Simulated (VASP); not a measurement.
Here is a VASP 6.6.1 calculation.

INCAR

```
SYSTEM = Sr
ALGO = Fast
EDIFF = 1E-7
ENCUT = 520
GGA = PE
ISIF = 2
ISMEAR = 0
LASPH = .TRUE.
LCHARG = .FALSE.
LREAL = .FALSE.
LWAVE = .FALSE.
NBANDS = 28
NELM = 100
PREC = Accurate
SIGMA = 0.1
```

KPOINTS

```
k-points
0
G
  12 12 4
  0 0 0
```

File POSCAR:

```
Sr
1.0
    4.2627212022      0.0000000000      0.0000000000
   -2.1313606011      3.6916248503      0.0000000000
    0.0000000000      0.0000000000     13.9766500489
Sr
4
Direct
    0.0000000000      0.0000000000      0.0000000000
    0.3333333333      0.6666666667      0.2500000000
    0.0000000000      0.0000000000      0.5000000000
    0.6666666667      0.3333333333      0.7500000000
```

Potentials or basis: VASP PAW PBE potentials, release 64 (Sr_sv).

Launch:

```console
$ cat potpaw_PBE.64/Sr_sv/POTCAR > POTCAR
$ mpirun -np 1 vasp_std > vasp.out
```

What does it give for the pressure?

0.0 GPa.

Estimate the band gap on the k mesh.

none (metal or under the smearing width).
